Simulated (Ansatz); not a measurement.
## Pt under changes of volume

One of the cells (15.080 Å³/atom); the others are scaled copies at fixed shape and fractional positions:

```
Pt
1.0
     0.00000    1.96090    1.96090
     1.96090    0.00000    1.96090
     1.96090    1.96090    0.00000
Pt
1
Direct
  0.00000 0.00000 0.00000
```

| Item | Value |
| --- | --- |
| Program | Ansatz 0.2.0 |
| Functional | PBEsol |
| Potentials or basis | Ansatz PAW |
| Cutoff | 420 eV (not typed: the program's choice for these potentials) |
| k mesh | 12 × 12 × 12 |
| Occupations | fermi-dirac, width 0.05 eV |
| Spin | no spin polarisation |

```tsv
volume (Å³/atom)	energy over the lowest point (meV/atom)	pressure (GPa)
14.175	50.73	20.0
14.477	20.68	12.3
14.778	4.30	5.4
15.080	0.00	-0.6
15.381	?	?
15.683	22.19	-10.6
15.985	46.27	-14.7
```

**Question.** What does the run at 15.381 Å³/atom give?

**Answer.** Energy over the lowest point 6.40 meV/atom; pressure -5.9 GPa.

Worked out: A Birch-Murnaghan fit of order 3 (a polynomial in V^(-2/3)) to the other rows has its minimum at 15.04 Å³/atom with B0 = V·E''(V) = 286 GPa and B' = 5.2. It gives 6.37 meV/atom at 15.381 Å³/atom, against the run's 6.40, and -dE/dV = -6.0 GPa, against -5.9.

Energies are extrapolated to zero smearing.

Caveats: the PAW data sets come from PBE, with cores solved anew for the run's functional, which leaves a small shift of forces and pressure.
